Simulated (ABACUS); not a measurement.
The system is Si.

```
CELL_PARAMETERS angstrom
0.00000 2.72185 2.72185
2.72185 0.00000 2.72185
2.72185 2.72185 0.00000
ATOMIC_POSITIONS crystal
Si 0.50000 0.50000 0.50000
Si 0.75000 0.75000 0.75000
```

Base run:

```yaml
Program: ABACUS 3.10.1
Functional: HCTH407
Potentials_or_basis: SG15 ONCV 1.2 PBE
Cutoff: 816 eV
Density_cutoff: 3265 eV
Basis: plane waves
k_mesh: 6 × 6 × 6
Occupations: fermi-dirac, width 0.05 eV
Spin: no spin polarisation
```

Its results: band gap on the k mesh 0.89 eV, indirect (least direct gap 2.43 eV); pressure 2.2 GPa.

The run is repeated on the same cell with these changes: functional from HCTH407 to PW91; potentials or basis from SG15 ONCV 1.2 PBE to Ansatz NC PBE; cutoff from 816 eV to 490 eV; density cutoff from 3265 eV to 1959 eV. What comes out?

Band gap on the k mesh 0.73 eV, indirect (least direct gap 2.57 eV); pressure 1.6 GPa.

Caveats: the potentials were made for another functional, which shifts forces and pressure.

A k mesh can miss the band edges.
